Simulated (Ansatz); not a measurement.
ZrO₂ (fluorite, Fm-3m) at seven volumes, HSE06 in the plane-wave PAW code Ansatz, scaled uniformly. One row is withheld.

```
V (Å³/atom)  P (GPa)
-----------  -------
9.881              ?
10.207         18.51
10.532          8.55
10.858          0.02
11.184         -7.30
11.510        -13.57
11.835        -18.94
```

Task: Fit the shown pressures and predict the withheld one.

Result: Third-order Birch–Murnaghan: P = (3/2)B₀(x^(7/2) − x^(5/2))[1 + (3/4)(B′ − 4)(x − 1)] with x = (V₀/V)^(2/3). Least squares on the six rows gives V₀ = 10.859 Å³/atom, B₀ = 262.9 GPa, B′ = 4.15. At V = 9.881, x = 1.0649 and P = 30.19 GPa. The run itself gave 30.14 GPa.

This is a known high-temperature phase of the composition, computed here at zero pressure and temperature. The HSE06 relaxation kept the symmetry of its start; its stability against distortions is not shown here. No spin polarisation was allowed.

Potentials: the later of the program's two PAW sets.
